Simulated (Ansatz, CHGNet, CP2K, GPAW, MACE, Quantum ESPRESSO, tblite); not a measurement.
# CP2K runs on P6_3/mmc (COD entry) MoS2, displaced supercell (54 atoms), part 3 of 3

How do the settings of CP2K change the result for P6_3/mmc (COD entry) MoS2, displaced supercell (54 atoms)? A plane-wave run serves as the yardstick.

Program: CP2K 2026.2; the method stands at each step. Banners, paths, timers and routine set-up lines are dropped from the logs unmarked, and long logs keep their key lines alone; longer cuts are marked.

So far. Step 6 (PBE+D3, DZVP-MOLOPT-SR, 600/50 Ry, diagonalisation): Against the first run (3.7 %), the force difference from the reference is 3.9 %, at 0.99 times the CPU time; the model has changed, so this is no error of the program alone. Step 7 (PBE, DZVP-MOLOPT-SR, 600/70 Ry, diagonalisation): Against the first run (3.7 %), the force difference from the reference is 3.7 %, at 1.3 times the CPU time: the change moves forces by 0.068 meV/Å r.m.s., so most of the difference comes from elsewhere.

The database entry behind the starting cell differs from later determinations by our own check (about 0.3 % long), so it need not match the best structure at ambient conditions.

## 8. PBE, DZVP-MOLOPT-SR, 210/50 Ry, diagonalisation

Method: Kohn-Sham DFT, PBE, GTH-PBE pseudopotentials, Gaussian and plane waves, DZVP-MOLOPT-SR-GTH, diagonalisation.

Contents of input.inp:

```
&GLOBAL
  PROJECT cell
  RUN_TYPE ENERGY_FORCE
  PRINT_LEVEL LOW
&END GLOBAL
&FORCE_EVAL
  METHOD QS
  STRESS_TENSOR ANALYTICAL
  &DFT
    BASIS_SET_FILE_NAME BASIS_MOLOPT
    POTENTIAL_FILE_NAME GTH_POTENTIALS
    &MGRID
      CUTOFF 210
      REL_CUTOFF 50
    &END MGRID
    &QS
      EPS_DEFAULT 1.0E-12
    &END QS
    &SCF
      SCF_GUESS ATOMIC
      EPS_SCF 5.0E-06
      MAX_SCF 200
      ADDED_MOS 36
      &DIAGONALIZATION
        ALGORITHM STANDARD
      &END DIAGONALIZATION
      &SMEAR ON
        METHOD FERMI_DIRAC
        ELECTRONIC_TEMPERATURE [K] 580
      &END SMEAR
      &MIXING
        METHOD BROYDEN_MIXING
        ALPHA 0.15
        NBROYDEN 12
      &END MIXING
      &PRINT
        &RESTART OFF
        &END RESTART
      &END PRINT
    &END SCF
    &XC
      &XC_FUNCTIONAL PBE
      &END XC_FUNCTIONAL
    &END XC
    &PRINT
      &MULLIKEN ON
      &END MULLIKEN
      &HIRSHFELD ON
        SHAPE_FUNCTION DENSITY
      &END HIRSHFELD
      &MO ON
        EIGENVALUES T
        OCCUPATION_NUMBERS T
        MO_INDEX_RANGE 223 246
        &EACH
          QS_SCF 0
        &END EACH
        ADD_LAST NUMERIC
      &END MO
    &END PRINT
  &END DFT
  &SUBSYS
    &CELL
      A 9.50700 0.00000 0.00000
      B -4.75350 8.23330 0.00000
      C 0.00000 0.00000 12.32400
    &END CELL
    &COORD
[... 54 atom lines left out: the same atoms as in the first run ...]
    &END COORD
    &KIND Mo
      BASIS_SET DZVP-MOLOPT-SR-GTH-q14
      POTENTIAL GTH-PBE-q14
    &END KIND
    &KIND S
      BASIS_SET DZVP-MOLOPT-SR-GTH-q6
      POTENTIAL GTH-PBE-q6
    &END KIND
  &END SUBSYS
  &PRINT
    &FORCES ON
    &END FORCES
    &STRESS_TENSOR ON
    &END STRESS_TENSOR
  &END PRINT
&END FORCE_EVAL
```

Started as:

```
OMP_NUM_THREADS=2 cp2k.psmp -i input.inp > output.txt
```

Numbers of over 12 decimals in the logs are rounded to 6 here.

The program printed:

```text
CP2K| version string:                                       CP2K version 2026.2
 CP2K| Input file name                                                 input.inp
 GLOBAL| Basis set file name                                        BASIS_MOLOPT
 GLOBAL| Potential file name                                      GTH_POTENTIALS
 GLOBAL| Run type                                                   ENERGY_FORCE
 GLOBAL| Total number of message passing processes                             1
 GLOBAL| Number of threads for this process                                    2
 TOTAL NUMBERS AND MAXIMUM NUMBERS
  Total number of            - Atomic kinds:                                   2
                             - Atoms:                                         54
[... lines left out ...]
                        Smear method:                                FERMI_DIRAC
[... lines left out ...]
 Number of electrons:                                                        468
[... lines left out ...]
  Step     Update method      Time    Convergence         Total energy    Change
[... lines left out ...]
  *** SCF run converged in    17 steps ***
[... lines left out ...]
  Fermi energy:                                                 0.343292
  Total energy:                                             -1597.436884
  Total energy (extrapolated to T->0):                      -1597.436874
[... lines left out ...]
 MO| E(Fermi):            0.343292 a.u.          9.341462 eV
[... lines left out ...]
 !-----------------------------------------------------------------------------!
 !-----------------------------------------------------------------------------!
                           Hirshfeld Charges
  #Atom  Element  Kind  Ref Charge     Population                    Net charge
      1       Mo     1      14.000         13.776                         0.224
      2       Mo     1      14.000         13.775                         0.225
      3       S      2       6.000          6.120                        -0.120
[...]
53       S      2       6.000          6.113                        -0.113
     54       S      2       6.000          6.118                        -0.118
  Total Charge                                                            0.001
 !-----------------------------------------------------------------------------!
 ENERGY| Total FORCE_EVAL ( QS ) energy [hartree]          -1597.437237
 FORCES| Atomic forces [hartree/bohr]
 FORCES|   Atom     x               y               z               |f|
 FORCES|      1 -1.03590143E-02  2.27640020E-02  2.25316025E-03   2.51114654E-02
 FORCES|      2  4.47270361E-02  5.34611551E-03  6.35213864E-02   7.78720440E-02
 FORCES|      3 -2.77895057E-02  2.86737551E-02 -3.38504072E-02   5.23477882E-02
[...]
FORCES|     53 -5.39519366E-03  2.14735018E-02 -3.11228299E-03   2.23585711E-02
 FORCES|     54  1.97679612E-02  9.57657169E-03  7.01201061E-03   2.30575651E-02
 FORCES| Sum    -1.57259233E-04  1.22123918E-04 -1.65990092E-04
 FORCES| Total atomic force                                       2.59224668E-04
 STRESS| Analytical stress tensor [bar]
 STRESS|                        x                   y                   z
 STRESS|      x        4.29552348363E+04  -7.05653572497E+03   2.69210152830E+03
 STRESS|      y       -7.05653572497E+03   4.42762673498E+04  -1.46858371919E+04
 STRESS|      z        2.69210152830E+03  -1.46858371919E+04   5.16198830768E+04
 STRESS| 1/3 Trace                                             4.62837950876E+04
```

It took 4.5 min on 2 threads of Arm Neoverse V1, shared host; peak memory 1.1 GiB.

Against the reference:

| Quantity | Value |
| --- | --- |
| r.m.s. force component | 1.222 eV/Å |
| r.m.s. difference of force components | 44.38 meV/Å |
| longest difference of force vectors | 172.9 meV/Å |
| force difference over r.m.s. force | 3.735 % |
| slope of forces against the reference's | 1.028 |
| correlation of force components | 0.9997 |
| gap (highest filled to lowest empty level) | 0.8392 eV |
| gap difference | -0.0037 eV |
| pressure | 4.628 GPa |
| pressure difference | 0.0997 GPa |
| energy less the same-level run's | 0.0272 meV/atom |
| r.m.s. force difference from the same-level run | 3.597 meV/Å |

This is a coarse setting, run to see what it loses.

Against the first run (3.7 %), the force difference from the reference is 3.7 %, at 0.86 times the CPU time: the change moves forces by 3.6 meV/Å r.m.s., so most of the difference comes from elsewhere.

## 9. All runs compared

Differences are against the plane-wave reference, forces as r.m.s. over components; share is that over the reference's r.m.s. force, slope the least-squares factor from reference forces to these. Total energies of different programs have different zeros and aren't compared.

```csv
run,"Δ force, r.m.s. (meV/Å)",share (%),slope,Δ pressure (GPa),Δ gap (eV),cores,CPU time,memory (GiB)
reference,-,-,-,-,-,2,6.8 min,2.2
"CP2K PBE, DZVP-MOLOPT-SR, 600/50 Ry, diagonalisation",44.5,3.75,1.028,0.102,-0.0037,2,10 min,3.4
"CP2K PBE, TZVP-MOLOPT (SR for Mo), 600/50 Ry, diagonalisation",44.1,3.71,1.021,0.566,-0.0016,4,15 min,5.5
"CP2K r2SCAN, SCAN potentials, DZVP-UZH(SCAN), 600/50 Ry, diagonalisation",88.3,7.43,1.062,0.75,0.0419,4,23 min,5.1
"CP2K PBE, DZVP-UZH, 600/50 Ry, diagonalisation",124,10.4,1.040,2.08,-0.0035,4,7.2 min,5.1
"CP2K PBE+D3, DZVP-MOLOPT-SR, 600/50 Ry, diagonalisation",45.9,3.86,1.028,-2.48,-0.0037,2,9.9 min,3.4
"CP2K PBE, DZVP-MOLOPT-SR, 600/70 Ry, diagonalisation",44.5,3.75,1.028,0.102,-0.0037,2,13 min,3.4
"CP2K PBE, DZVP-MOLOPT-SR, 210/50 Ry, diagonalisation (coarse)",44.4,3.73,1.028,0.0997,-0.0037,2,8.6 min,1.1
```

Rows marked coarse were listed beforehand as settings not expected to be converged; some can still land near the reference.

CPU time is summed over cores on a shared host, where runs went side by side, so it is rough. Symmetry, cutoffs, thresholds, outputs and thread counts weren't matched or tuned between programs; memory under MPI is the largest rank's times the ranks.

Mean charges by element (e), by run and scheme:

```csv
run,scheme,Mo,S
"CP2K PBE, DZVP-MOLOPT-SR, 600/50 Ry, diagonalisation",Mulliken,-0.82,+0.41
"CP2K PBE, DZVP-MOLOPT-SR, 600/50 Ry, diagonalisation",Hirshfeld,+0.23,-0.11
"CP2K PBE, TZVP-MOLOPT (SR for Mo), 600/50 Ry, diagonalisation",Mulliken,-0.15,+0.07
"CP2K PBE, TZVP-MOLOPT (SR for Mo), 600/50 Ry, diagonalisation",Hirshfeld,+0.23,-0.11
"CP2K r2SCAN, SCAN potentials, DZVP-UZH(SCAN), 600/50 Ry, diagonalisation",Mulliken,-0.01,0.00
"CP2K r2SCAN, SCAN potentials, DZVP-UZH(SCAN), 600/50 Ry, diagonalisation",Hirshfeld,+0.26,-0.13
"CP2K PBE, DZVP-UZH, 600/50 Ry, diagonalisation",Mulliken,-0.04,+0.02
"CP2K PBE, DZVP-UZH, 600/50 Ry, diagonalisation",Hirshfeld,+0.23,-0.11
"CP2K PBE+D3, DZVP-MOLOPT-SR, 600/50 Ry, diagonalisation",Mulliken,-0.82,+0.41
"CP2K PBE+D3, DZVP-MOLOPT-SR, 600/50 Ry, diagonalisation",Hirshfeld,+0.23,-0.11
"CP2K PBE, DZVP-MOLOPT-SR, 600/70 Ry, diagonalisation",Mulliken,-0.82,+0.41
"CP2K PBE, DZVP-MOLOPT-SR, 600/70 Ry, diagonalisation",Hirshfeld,+0.23,-0.11
```

Within one program, basis, potentials and functional, energies share a zero. Each run against its twin at the usual cutoff or grid and solver:

```csv
run,twin,Δ energy (meV/atom),"Δ force, r.m.s. (meV/Å)",CPU time over the twin's
"CP2K PBE, DZVP-MOLOPT-SR, 600/70 Ry, diagonalisation","DZVP-MOLOPT-SR, 600/50 Ry, diagonalisation",-7.0e-4,0.068,1.3
"CP2K PBE, DZVP-MOLOPT-SR, 210/50 Ry, diagonalisation","DZVP-MOLOPT-SR, 600/50 Ry, diagonalisation",0.0272,3.60,0.86
```

Further runs of this program without a result: CP2K GFN1-xTB, diagonalisation (not converged).

## 10. What came out

```yaml
nearest_in_forces: a tie at 3.7 % of 4 runs: CP2K PBE, DZVP-MOLOPT-SR, 600/50 Ry, diagonalisation; CP2K PBE, TZVP-MOLOPT (SR for Mo), 600/50 Ry, diagonalisation; CP2K PBE, DZVP-MOLOPT-SR, 600/70 Ry, diagonalisation; others
```

The PBE runs in local orbitals, coarse settings apart, differ by 3.7 % (CP2K PBE, TZVP-MOLOPT (SR for Mo), 600/50 Ry, diagonalisation) to 10 % (CP2K PBE, DZVP-UZH, 600/50 Ry, diagonalisation); basis, grid and potentials can all enter. Rows with another functional or a dispersion term differ by 3.9 % (CP2K PBE+D3, DZVP-MOLOPT-SR, 600/50 Ry, diagonalisation) to 7.4 % (CP2K r2SCAN, SCAN potentials, DZVP-UZH(SCAN), 600/50 Ry, diagonalisation), which mixes the change of model with differences of basis and potentials, some of them made for another functional. Runs with settings chosen to be coarse differ by 3.7 % (CP2K PBE, DZVP-MOLOPT-SR, 210/50 Ry, diagonalisation), their programs' other errors included. None of the electronic-structure runs in the table takes under half the reference's CPU time of 6.8 min; they take 1.1 to 3.4 times as much. PBE gaps agree with the reference's 0.843 eV within 0.004 eV. These are spacings on the run's k-points, which needn't hold the band edges. In pressure, CP2K PBE, DZVP-UZH, 600/50 Ry, diagonalisation misses by +2.1 GPa, at the same functional. Charges hang on scheme and program or settings: among these rows the mean for Mo runs from -0.82 to +0.26 e, even in sign. The reference's pressure holds the uncorrected Pulay stress of its 45 Ry basis, so small pressure differences, and their order, may be the reference's own error. The reference's pressure of 4.5 GPa belongs to a cell and atoms that aren't relaxed at this level. The runs have no spin polarisation, so any moments at edges, vacancies or dangling bonds can't form. The electronic-structure runs sample only Γ, in a cell whose shortest periodic width is 8 Å.

[Also dropped from logs without a mark: logging warnings of Python, and SIESTA's first energy breakdown and zero terms.]

[Logs are printed without paths, hosts, clocks, repeated set-up lines and the standing remarks that a program may print on its own settings, such as how far it seeks lower states.]

[Hosts, paths, dates, database ids (printed as entryN), source tags and the programs' standing remarks are cut or masked in the printed files.]
